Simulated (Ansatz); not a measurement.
Runs of Ansatz 0.2.0 on HfN. Symmetry: F-43m, No. 216, cubic system. The conventional cell has a = 4.910 Å, b = 4.910 Å, c = 4.910 Å, α = 90.00°, β = 90.00°, γ = 90.00°. Hf (site symmetry -43m) is surrounded by 4 N at 2.13 Å. N (site symmetry -43m) has 4 Hf at 2.13 Å as nearest neighbours. The cell comes from a database or a generator and needn't be the stable form of this composition.

```csv
level,cutoff (eV),gap on the mesh (eV),pressure (GPa),relaxed volume (Å³/atom)
PBEsol,420,none,0.0,14.41
r2SCAN,500,none,0.0,(b)
BLYP,420,none,0.0,15.28
RPBE,420,none,0.0,15.13
LDA,420,none,0.0,(a)
```

Alike in all rows: task relaxation of cell and atoms; potentials or basis Ansatz PAW; no spin polarisation; cell relaxed; k mesh 9 × 9 × 9; smearing fermi-dirac 0.05 eV.

Problem. Fill in the values left out.

Solution. (a) 14.07; (b) 14.63.

Caveats: the plane-wave basis is chosen anew once the cell has moved, so the energies of steps on either side of that aren't comparable; the PAW data sets come from PBE, with cores solved anew for the run's functional, which leaves a small shift of forces and pressure.

A k mesh can miss the band edges, and the runs leave out spin-orbit coupling on Hf.

A gap of «none» marks a metal or a gap under the smearing width.
